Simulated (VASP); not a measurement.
Wanted: the native input for a VASP 6.6.1 run.

- Task: relaxation of cell and atoms
- Functional: PBEsol
- Potentials or basis: VASP PAW PBE potentials, release 64 (Cd, S)
- Cutoff: 600 eV
- k mesh: 9 × 9 × 4
- Occupations: gaussian, width 0.03 eV
- Spin: no spin polarisation
- Further INCAR settings: ALGO = Normal; EDIFF = 1e-06; IBRION = 2; EDIFFG = -0.01; NSW = 90; ISIF = 3

The structure of CdS lies in POSCAR:

```
CdS
1.0
    4.1500000000      0.0000000000      0.0000000000
   -2.0750000000      3.5940054300      0.0000000000
    0.0000000000      0.0000000000      6.7370000000
Cd S
2 2
Direct
    0.3333333300      0.6666666700      0.0000000000
    0.6666666700      0.3333333300      0.5000000000
    0.3333333300      0.6666666700      0.3750000000
    0.6666666700      0.3333333300      0.8750000000
```

These files were run (other wordings do the same):

INCAR

```
SYSTEM = CdS
PREC = Accurate ; ENCUT = 600
EDIFF = 1E-6 ; ISMEAR = 0
SIGMA = 0.03 ; LREAL = .FALSE.
LASPH = .TRUE. ; NELM = 80
ALGO = Normal ; ISIF = 3
LWAVE = .FALSE. ; LCHARG = .FALSE.
GGA = PS ; IBRION = 2
NSW = 90 ; EDIFFG = -0.01
```

KPOINTS

```
Automatic mesh
0
G
  9 9 4
  0 0 0
```

Potentials or basis: VASP PAW PBE potentials, release 64 (Cd, S).

The run is started by

```sh
$ cat potpaw_PBE.64/Cd/POTCAR potpaw_PBE.64/S/POTCAR > POTCAR
$ mpirun -np 1 vasp_std > vasp.out
```

Results of the run:

| Property | Result |
| --- | --- |
| Relaxed volume | 24.85 Å³/atom |
| Relaxed cell | a = 4.129 Å, b = 4.129 Å, c = 6.732 Å, α = 90.00°, β = 90.00°, γ = 120.00° |
| Space group after relaxing (to 0.05 Å) | P6_3mc (No. 186) |
| Energy gained by relaxing | 0.8 meV/atom |
| Ionic steps | 3 |
| Pressure after relaxing | 0.0 GPa |
| Largest force after relaxing | 0.005 eV/Å |
| Band gap on the k mesh | 1.08 eV, direct |

Caveat: the PAW data sets were made with another functional, which shifts forces and pressure a little.

Wall time 94 s on 1 thread of Intel(R) Xeon(R) Platinum 8488C (Sapphire Rapids), with other jobs on the host, peak memory 0.31 GiB.
